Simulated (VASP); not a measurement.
Ta, 2 atoms in the cell. The structure is hexagonal, space group P6_3/mmc (No. 194). Conventional cell: a = 2.942 Å, b = 2.942 Å, c = 4.804 Å, α = 90.00°, β = 90.00°, γ = 120.00°. Ta (site symmetry -6m2) has 12 Ta at 2.94 Å as nearest neighbours. This isn't the form of Ta at room conditions, which is bcc.

| Item | Value |
| --- | --- |
| Program | VASP 6.6.1 |
| Task | relaxation of cell and atoms |
| Functional | RPBE |
| Potentials or basis | VASP PAW PBE potentials, release 64 (Ta_pv) |
| Cutoff | 600 eV |
| k mesh | 18 × 18 × 10 |
| Occupations | gaussian, width 0.1 eV |
| Spin | no spin polarisation |
| Further INCAR settings | ALGO = Fast; EDIFF = 1e-07; IBRION = 2; EDIFFG = -0.005; NSW = 90; ISIF = 3 |

Potentials or basis: VASP PAW PBE potentials, release 64 (Ta_pv).

Launch:

```bash
$ cat potpaw_PBE.64/Ta_pv/POTCAR > POTCAR
$ mpirun -np 1 vasp_std > vasp.out
```

Hardware: 1 thread of Intel(R) Xeon(R) 6975P-C (Granite Rapids), with other jobs on the host.

Task: Estimate the wall time of this run.

Result: It took 5.2 min on 1 thread of Intel(R) Xeon(R) 6975P-C (Granite Rapids) (shared host), peak memory 0.26 GiB. Counts: scf iterations 106, k points 222, ion steps 7.
